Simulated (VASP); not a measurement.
# O (Fmmm) in VASP: notebook

One crystal, O, is run at these levels: r2SCAN; tasks: single point.

Everything below comes from runs of VASP 6.6.1. Logs are shortened: lines on timing, memory, paths and dates and some standing lists are left out, and cuts for length are marked.

## Step 1: The structure

Symmetry: Fmmm, No. 69, orthorhombic system. The conventional cell has a = 2.948 Å, b = 4.202 Å, c = 6.669 Å, α = 90.00°, β = 90.00°, γ = 90.00°. O (site symmetry mm2) is surrounded by 1 O at 1.16 Å.

## Step 2: Single point, r2SCAN

POSCAR reads:

```
O
1.0
    0.0000000000      1.4737802100      3.3345106000
    2.1010352700      0.0000000000      3.3345106000
    2.1010352700      1.4737802100      0.0000000000
O
2
Direct
    0.0871000000      0.0871000000      0.9129000000
    0.9129000000      0.9129000000      0.0871000000
```

INCAR.step1 reads:

```
SYSTEM = O
PREC = Accurate
ENCUT = 520
ISMEAR = -1
SIGMA = 0.1
LREAL = .False.
LASPH = .True.
NELM = 100
NBANDS = 13
GGA = PE
ALGO = Normal
EDIFF = 1E-4
LWAVE = .True.
LCHARG = .False.
```

INCAR.step2 reads:

```
SYSTEM = O
PREC = Accurate
ENCUT = 520
EDIFF = 1E-7
ISMEAR = -1
SIGMA = 0.1
LREAL = .False.
LASPH = .True.
NELM = 100
ALGO = Normal
ISIF = 2
LWAVE = .False.
LCHARG = .True.
METAGGA = R2SCAN
LMIXTAU = .True.
LELF = .True.
LVHAR = .True.
NBANDS = 13
ISTART = 1
```

KPOINTS reads:

```
Automatic mesh
0
Gamma
  8 8 8
  0 0 0
```

Potentials or basis: VASP PAW PBE potentials, release 64 (O).

On the command line:

```bash
cat potpaw_PBE.64/O/POTCAR > POTCAR
cp INCAR.step1 INCAR
mpirun -np 1 vasp_std > vasp.out
cp INCAR.step2 INCAR
mpirun -np 1 vasp_std > vasp.out
```

OUTCAR:

```text
SYSTEM = O
   PREC = Accurate
   ENCUT = 520
   EDIFF = 1E-7
   ISMEAR = -1
   LREAL = .False.
   LASPH = .True.
   NELM = 100
   ISIF = 2
   METAGGA = R2SCAN
   ISTART = 1

 ion  position               nearest neighbor table
   1  0.087  0.087  0.913-   2 1.16
   2  0.913  0.913  0.087-   1 1.16

  LATTYP: Found a face centered orthorhombic cell.
 ALAT       =     2.9475604200
 B/A-ratio  =     1.4256096369
 C/A-ratio  =     2.2625562329

  Lattice vectors:

 A1 = (   2.1010352700,   0.0000000000,  -3.3345106000)
 A2 = (   0.0000000000,   1.4737802100,  -3.3345106000)
 A3 = (   2.1010352700,   1.4737802100,   0.0000000000)

Analysis of symmetry for initial positions (statically):
=====================================================================
 Subroutine PRICEL returns:
 Original cell was already a primitive cell.

 Routine SETGRP: Setting up the symmetry group for a
 face centered orthorhombic supercell.

 Subroutine GETGRP returns: Found  8 space group operations
 (whereof  8 operations were pure point group operations)
 out of a pool of  8 trial point group operations.

The static configuration has the point symmetry D_2h.

Analysis of symmetry for dynamics (positions and initial velocities):
=====================================================================
 Subroutine PRICEL returns:
 Original cell was already a primitive cell.

 Routine SETGRP: Setting up the symmetry group for a
 face centered orthorhombic supercell.

 Subroutine GETGRP returns: Found  8 space group operations
 (whereof  8 operations were pure point group operations)
 out of a pool of  8 trial point group operations.

The dynamic configuration has the point symmetry D_2h.

 Subroutine INISYM returns: Found  8 space group operations
 (whereof  8 operations are pure point group operations),
 and found     1 'primitive' translations

----------------------------------------------------------------------------------------

                                     Primitive cell

  volume of cell :      20.6504

  direct lattice vectors                    reciprocal lattice vectors
     0.000000000  1.473780210  3.334510600    -0.237977918  0.339263614  0.149947042
     2.101035270  0.000000000  3.334510600     0.237977918 -0.339263614  0.149947042
     2.101035270  1.473780210  0.000000000     0.237977918  0.339263614 -0.149947042

  length of vectors
     3.645680876  3.941232060  2.566393834     0.440701038  0.440701038  0.440701038

  position of ions in fractional coordinates (direct lattice)
     0.087100000  0.087100000  0.912900000
     0.912900000  0.912900000  0.087100000

  ion indices of the primitive-cell ions
   primitive index   ion index
                 1           1
                 2           2

----------------------------------------------------------------------------------------

 KPOINTS: Automatic mesh

Automatic generation of k-mesh.
 Grid dimensions read from file:
 generate k-points for:    8    8    8

 Generating k-lattice:

  Cartesian coordinates                     Fractional coordinates (reciprocal lattice)
    -0.029747240  0.042407952  0.018743380     0.125000000  0.000000000  0.000000000
     0.029747240 -0.042407952  0.018743380     0.000000000  0.125000000  0.000000000
     0.029747240  0.042407952 -0.018743380     0.000000000  0.000000000  0.125000000

  Length of vectors
     0.055087630  0.055087630  0.055087630

  Shift w.r.t. Gamma in fractional coordinates (k-lattice)
     0.000000000  0.000000000  0.000000000

 Subroutine IBZKPT returns following result:
 ===========================================

 Found     95 irreducible k-points:

 Following reciprocal coordinates:
            Coordinates               Weight
  0.000000  0.000000  0.000000      1.000000
  0.125000  0.000000  0.000000      8.000000
  0.250000  0.000000  0.000000      8.000000
  0.375000  0.000000  0.000000      8.000000
  0.500000  0.000000  0.000000      4.000000
  0.125000  0.125000  0.000000      2.000000
[... 16 lines left out ...]
  0.250000  0.000000  0.125000      8.000000
  0.375000  0.000000  0.125000      8.000000
 [... further k-points ...]
   k-points           NKPTS =     95   k-points in BZ     NKDIM =     95   number of bands    NBANDS=     13
   number of dos      NEDOS =    301   number of ions     NIONS =      2
   total plane-waves  NPLWV =  16800
   dimension x,y,z NGX =    28 NGY =   30 NGZ =   20
   dimension x,y,z NGXF=    56 NGYF=   60 NGZF=   40
   ions per type =               2
   NGX,Y,Z   is equivalent  to a cutoff of  12.77, 12.65, 12.96 a.u.
   NGXF,Y,Z  is equivalent  to a cutoff of  25.54, 25.31, 25.91 a.u.
 SYSTEM =  O
   PREC   = accura    normal or accurate (medium, high low for compatibility)
   ISTART =      1    job   : 0-new  1-cont  2-samecut
   ICHARG =      0    charge: 1-file 2-atom 10-const
   ISPIN  =      1    spin polarized calculation?
   LNONCOLLINEAR =      F non collinear calculations
   LSORBIT =      F    spin-orbit coupling
   LASPH  =      T    aspherical Exc in radial PAW
   ENCUT  =  520.0 eV  38.22 Ry    6.18 a.u.   6.78  7.33  4.77*2*pi/ulx,y,z
   NELM   =    100;   NELMIN=  2; NELMDL=  0     # of ELM steps
   EDIFF  = 0.1E-06   stopping-criterion for ELM
   LREAL  =      F    real-space projection
   EDIFFG = 0.1E-05   stopping-criterion for IOM
   NSW    =      0    number of steps for IOM
   IBRION =     -1    ionic relax: 0-MD 1-quasi-New 2-CG
   NFREE  =      0    steps in history (QN), initial steepest desc. (CG)
   ISIF   =      2    stress and relaxation
   ISYM   =      2    0-nonsym 1-usesym 2-fastsym
   POTIM  = 0.5000    time-step for ionic-motion
   TEBEG  =    0.0;   TEEND  =   0.0 temperature during run
   PSTRESS=    0.0 pullay stress
   NELECT =      12.0000    total number of electrons
   NUPDOWN=      -1.0000    fix difference up-down
   EMIN   =  10.00;   EMAX   =-10.00  energy-range for DOS
   EFERMI =   0.00;   METHOD = LEGACY
   ISMEAR =    -1;   SIGMA  =   0.10  broadening in eV -4-tet -1-fermi 0-gaus
   EFERMI_NEDOS =   21; number of points for ismear=-14 and -15
   IALGO  =     38    algorithm
   IMIX   =      4    mixing-type and parameters
     AMIX     =   0.40;   BMIX     =  1.00
     AMIX_MAG =   1.60;   BMIX_MAG =  1.00
  volume/ion in A,a.u.               =      10.33        69.68
  Fermi-wavevector in a.u.,A,eV,Ry     =   1.366132  2.581614 25.392763  1.866315
  Thomas-Fermi vector in A             =   2.492299
   LORBIT       =      0    0 simple, 1 ext, 2 COOP (PROOUT), +10 PAW based schemes
   METAGGA = R2SCAN    functional components
   LHFCALC =     F    Hartree Fock is set to
   AEXX    =    0.0000 exact exchange contribution
   IVDW    =     0    specifies the selected vdW correction
   LEPSILON=     F    determine dielectric tensor
   LRPA    =     F    only Hartree local field effects (RPA)
 non-spin polarized calculation
  energy-cutoff  :      520.00
  volume of cell :       20.65
 maximum number of plane-waves:       568
   NGX = 13   NGY = 15   NGZ =  9

 number of electron      12.0000000 magnetization

 Free energy of the ion-electron system (eV)
  ---------------------------------------------------
  ext. energy  EPLUGINS =         0.00000000
  ---------------------------------------------------
  free energy    TOTEN  =       -11.06023587 eV

  energy without entropy =      -11.01565360  energy(sigma->0) =      -11.03794474

 E-fermi :   1.2026     XC(G=0): -10.5783

 val. band max:        1.1921219722   @ k =   0.2500   0.5000   0.1250
 cond. band min:       1.2231766063   @ k =  -0.3750   0.1250   0.3750
 fundamental gap:      0.0310546340
 Fermi energy:         1.2026397604

 k-point     1 :       0.0000    0.0000    0.0000
  band No.  band energies     occupation
      1     -29.1782      2.00000
      2     -13.7836      2.00000
      3      -8.8658      2.00000
      4      -5.7905      2.00000
      5      -5.4497      2.00000
      6       1.8246      0.00397
      7       2.4324      0.00001
      8      11.2817      0.00000
      9      14.2477      0.00000
     10      17.6284      0.00000
     11      22.1527      0.00000
     12      23.0699      0.00000
     13      27.5365      0.00000

 k-point     2 :       0.1250    0.0000    0.0000
  band No.  band energies     occupation
      1     -29.1029      2.00000
      2     -13.7901      2.00000
      3      -8.7113      2.00000
      4      -6.0530      2.00000
      5      -5.5850      2.00000
      6       1.5743      0.04750
      7       2.2921      0.00004
      8      11.8017      0.00000
      9      14.2750      0.00000
     10      17.5218      0.00000
     11      22.1208      0.00000
     12      22.8868      0.00000
     13      26.0431      0.00000

 k-point     3 :       0.2500    0.0000    0.0000
  band No.  band energies     occupation
      1     -28.9165      2.00000
      2     -13.7823      2.00000
      3      -8.4634      2.00000
      4      -6.7147      2.00000
      5      -5.7079      2.00000
      6       0.8049      1.96323
      7       2.1930      0.00010
      8      12.6678      0.00000
      9      14.5558      0.00000
     10      17.7839      0.00000
     11      20.0185      0.00000
     12      23.2016      0.00000
     13      25.1070      0.00000
[... 305 lines left out ...]
 k-point    23 :       0.2500    0.0000    0.1250
  band No.  band energies     occupation
      1     -28.8212      2.00000
      2     -13.5943      2.00000
      3      -8.6211      2.00000
      4      -6.7073      2.00000
      5      -6.1043      2.00000
      6       0.5939      1.99547
      7       1.6560      0.02125
      8      13.5363      0.00000
      9      14.5816      0.00000
     10      18.7038      0.00000
     11      20.0304      0.00000
     12      21.9854      0.00000
     13      23.8857      0.00000

 k-point    24 :       0.3750    0.0000    0.1250
  band No.  band energies     occupation
      1     -28.6503      2.00000
      2     -13.6123      2.00000
      3      -8.6501      2.00000
      4      -6.9822      2.00000
      5      -6.1033      2.00000
      6      -0.0359      1.99999
      7       1.6940      0.01459
      8      13.1561      0.00000
      9      15.6899      0.00000
     10      18.3925      0.00000
     11      19.8688      0.00000
     12      20.9038      0.00000
     13      24.9420      0.00000

 [... further k-points ...]

------------------------ aborting loop because EDIFF is reached ----------------------------------------

  FORCE on cell =-STRESS in cart. coord.  units (eV):
  Direction    XX          YY          ZZ          XY          YZ          ZX
  --------------------------------------------------------------------------------------
  -------------------------------------------------------------------------------------
  Total       -1.2465195     -0.6604742      7.6255538      0.0000000      0.0000000      0.0000000
  in kB      -96.7122509    -51.2434409    591.6349338      0.0000000      0.0000000      0.0000000
  external PRESSURE =     147.8930807 kB  Pullay stress =       0.0000000 kB

 VOLUME and BASIS-vectors are now :
 -----------------------------------------------------------------------------
  energy-cutoff  :      520.00
  volume of cell :       20.65
      direct lattice vectors                 reciprocal lattice vectors
     0.000000000  1.473780210  3.334510600    -0.237977918  0.339263614  0.149947042
     2.101035270  0.000000000  3.334510600     0.237977918 -0.339263614  0.149947042
     2.101035270  1.473780210  0.000000000     0.237977918  0.339263614 -0.149947042

 POSITION                                       TOTAL-FORCE (eV/Angst)
 -----------------------------------------------------------------------------------
      2.10104      1.47378      0.58087         0.000000      0.000000      5.678336
      2.10104      1.47378      6.08815         0.000000      0.000000     -5.678336
 -----------------------------------------------------------------------------------
    total drift:                                0.000000      0.000000     -0.000000

  FREE ENERGIE OF THE ION-ELECTRON SYSTEM (eV)
  ---------------------------------------------------
  free  energy   TOTEN  =       -11.0602358730 eV

  energy  without entropy=      -11.0156535981  energy(sigma->0) =      -11.03794474
```

Run time: 84 s. Hardware: 1 thread of Intel Xeon Platinum 8488C (Sapphire Rapids), shared host; peak memory 0.15 GiB.

What came out:

```
Free energy            : -11.0602 eV
Pressure               : 14.8 GPa
Largest force          : 5.678 eV/Å
Band gap on the k mesh : none (metal or under the smearing width)
```

Forces in eV/Å, atoms in the order of the input:
```
O    0.000  0.000  5.678
O    0.000  0.000 -5.678
```

Levels at points of the mesh, in eV from the Fermi level:
| k point | band 3 | band 4 | band 5 | band 6 | band 7 | band 8 | band 9 | band 10 |
| --- | --- | --- | --- | --- | --- | --- | --- | --- |
| (0.00, 0.00, 0.00) | -10.07 | -6.99 | -6.65 | 0.62 | 1.23 | 10.08 | 13.05 | 16.43 |
| (0.50, 0.00, 0.00) | -9.96 | -8.19 | -7.04 | -1.43 | 0.97 | 11.49 | 14.80 | 16.50 |
| (0.50, 0.50, 0.00) | -7.61 | -7.22 | -6.68 | 1.20 | 1.31 | 9.16 | 9.87 | 15.95 |
| (0.50, 0.00, 0.50) | -9.69 | -8.45 | -7.07 | -2.12 | 0.35 | 11.67 | 11.94 | 17.60 |
| (0.00, 0.50, 0.50) | -10.11 | -8.40 | -8.14 | -0.82 | -0.49 | 12.56 | 13.12 | 14.78 |

Caveat: the standard files for N, O and F lose accuracy on very short bonds; spin is off for a triplet molecule; the PAW data sets were made with another functional, which shifts forces and pressure a little.

[end of part 1 of 2]
